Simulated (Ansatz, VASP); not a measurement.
SrO in VASP and in Ansatz

File INCAR:

```
SYSTEM = SrO
ALGO = Normal ; EDIFF = 1E-6
ENCUT = 520 ; GGA = PS
ISIF = 2 ; ISMEAR = -1
LASPH = .True. ; LCHARG = .True.
LELF = .True. ; LREAL = .False.
LVHAR = .True. ; LWAVE = .False.
NBANDS = 24 ; NELM = 80
PREC = Accurate ; SIGMA = 0.05
```

KPOINTS

```
k-points
0
Gamma
  9 9 5
  0 0 0
```

POSCAR

```
SrO
1.0
    3.5532880902      0.0000000000      0.0000000000
   -1.7766440451      3.0772377531      0.0000000000
    0.0000000000      0.0000000000      6.2173039800
Sr O
2 2
Direct
    0.6666666667      0.3333333333      0.7500000000
    0.3333333333      0.6666666667      0.2500000000
    0.0000000000      0.0000000000      0.5000000000
    0.0000000000      0.0000000000      0.0000000000
```

The input input.yaml:

```yaml
crystal:
  lattice:
    - [3.5532880902, 0.0, 0.0]
    - [-1.7766440451, 3.0772377531, 0.0]
    - [0.0, 0.0, 6.21730398]
  atoms:
    - { symbol: Sr, position: [0.6666666667, 0.3333333333, 0.75] }
    - { symbol: Sr, position: [0.3333333333, 0.6666666667, 0.25] }
    - { symbol: O, position: [0.0, 0.0, 0.5] }
    - { symbol: O, position: [0.0, 0.0, 0.0] }
kpoints:
  mp_grid: { grid: [9, 9, 5] }
scf:
  occupations: { method: fermi_dirac, width: 0.05 }
hamiltonian:
  xc: pbesol
  pseudopotentials: { kind: all_electron, lapw: { basis_error: 0.002 } }
output:
  forces: true
  stress: true
  eigenvalues: true
```

Alike in both runs: task single point; functional PBEsol; k mesh 9 × 9 × 5; occupations fermi-dirac, width 0.05 eV; no spin polarisation.

|  | VASP | Ansatz |
| --- | --- | --- |
| version | VASP 6.6.1 | Ansatz 0.2.0 |
| potentials or method | VASP PAW PBE potentials, release 64 (Sr_sv, O) | all-electron LAPW, scalar-relativistic |
| plane-wave cutoff (eV) | 520 | see its input |

|  | VASP | Ansatz | Ansatz less VASP |
| --- | --- | --- | --- |
| gap on the k mesh at the Fermi level (eV) | 2.93 | 2.94 | +0.007 |
| least direct gap on the mesh (eV) | 2.93 | 2.94 | +0.007 |
| pressure (GPa) | -1.8 | -2.4 | -0.58 |
| largest component of the traceless stress (GPa) | 0.40 | 0.40 | -0.001 |

Ansatz ran all-electron here, so the differences hold the error of VASP's frozen core and of both bases.

Caveats: an odd mesh through Γ misses points on the zone boundary, where band edges often lie; the PAW data sets were made with another functional, which shifts forces and pressure a little (VASP). Expect the measured gap to be larger: semilocal functionals such as PBEsol lack the derivative discontinuity.
